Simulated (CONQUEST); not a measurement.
Crystal: TiO2.

```xyz
6
Lattice="2.9592 0.0000 0.0000 0.0000 4.5998 0.0000 0.0000 0.0000 4.5998" Properties=species:S:1:pos:R:3 pbc="T T T"
Ti    1.4796    0.0000    0.0000
Ti    0.0000    2.2999    2.2999
O     1.4796    1.3998    3.2000
O     0.0000    3.6997    3.6997
O     0.0000    0.9001    0.9001
O     1.4796    3.2000    1.3998
```

The cell is a database's computed one.

Base run:

| Property | Result |
| --- | --- |
| Program | CONQUEST 1.3 |
| Functional | PBE |
| Potentials or basis | PseudoDojo NC PBE, SZP, grid cutoff 150 Ha |
| k mesh | 9 × 6 × 6 |
| Occupations | fermi-dirac, width 0.05 eV |
| Spin | no spin polarisation |

Its results: band gap on the k mesh 1.60 eV, direct; pressure 7.5 GPa; largest force 0.121 eV/Å.

Problem. After a change of settings the same cell gave: band gap on the k mesh 1.67 eV, direct; pressure 4.7 GPa; largest force 0.107 eV/Å. Which change was it?
A. potentials or basis from PseudoDojo NC PBE, SZP, grid cutoff 150 Ha to PseudoDojo NC PBE, DZ, grid cutoff 150 Ha
B. k mesh from 9 × 6 × 6 to 5 × 4 × 4
C. k mesh from 9 × 6 × 6 to 11 × 7 × 7
D. potentials or basis from PseudoDojo NC PBE, SZP, grid cutoff 150 Ha to PseudoDojo NC PBE, SZ, grid cutoff 150 Ha

Solution. A.

Caveats: the atomic basis is small; an odd mesh through Γ misses points on the zone boundary, where band edges often lie; the basis of atomic orbitals isn't converged, which shifts pressures, moduli and gaps.

Not every run made on this cell is shown here.
